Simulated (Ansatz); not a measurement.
# A run on NbN

```yaml
crystal:
  lattice:
    - [0.0, 2.1945, 2.1945]
    - [2.1945, 0.0, 2.1945]
    - [2.1945, 2.1945, 0.0]
  atoms:
    - { symbol: Nb, position: [0.5, 0.5, 0.5], spin: 2.0 }
    - { symbol: "N", position: [0.0, 0.0, 0.0] }
magnetization:
  spin_polarized: true
kpoints:
  mp_grid: { grid: [18, 18, 18] }
scf:
  occupations: { method: fermi_dirac, width: 0.05 }
  max_iter: 2
hamiltonian:
  xc: pbe
  pseudopotentials: { kind: paw }
output:
  forces: true
  stress: true
  populations: true
  efg:
    quadrupole_moments_barn: { Nb: -0.32, "N": 0.02044 }
    contact_densities: true
```

```sh
ansatz run input.yaml --threads 1 --pin off --max-ram 3072MiB --backend cpu --events-out ev --progress --plain --runs-dir out
```

(1) What happens when this input is run?

## Answers

(1) No converged result was reached. The input holds a cap of too few SCF iterations. The program says:

```
Error: did not converge after 2 iterations: dr2 = 9.43e-1 (threshold 1.00e-7), under the density mixer `msr1`, which `scf.mixing.algorithm: auto` chose by the deck's other keys (type `scf.mixing.algorithm: msr1` to keep it); raise `scf.max_iter`, which need not help a stalled SCF, or adjust the mixing (`scf.mixing`) or, under a smearing, its width (`scf.occupations.width`, in either direction: another width is another result) …
```

```
SCF iter   1: F=—  HF=-4938.921037 eV  |F-HF|=—  |Δ(HF+E_count)|=         —  Δρ=8.64e-2 (↑8.64e-2 ↓5.53e-2)  dr2=2.60e0  dr2_m=5.76e-1  M=0.222 μB ∫|m|=0.273 μB  β_m=0.30  ethr=3.10e-3  ⟨swp⟩=4.0  Hψ=56984  notcnv=0
Mixer restart at iter 1: flushing history
preconditioner: auto → none  [metal: Δε(μ)=0.014 eV  Ē_g=20.544 eV  σ=0.050 eV  W_gap=0.07  n_scr=8 (ndim 8)  ℏωp=32.3 eV  f_vac=0.000  D(μ)=0.91/eV (n_scr^D=8)  sad-step TF]
SCF iter   2: F=—  HF=-4938.517039 eV  |F-HF|=—  |Δ(HF+E_count)|=   4.04e-1  Δρ=5.94e-2 (↑5.94e-2 ↓3.68e-2)  dr2=9.43e-1  dr2_m=3.04e-1  M=0.168 μB ∫|m|=0.212 μB  β_m=0.55  ethr=3.10e-3  ⟨swp⟩=3.7  Hψ=36333  notcnv=0
```

Against a sound input the change was `scf.max_iter`: not typed → 2.
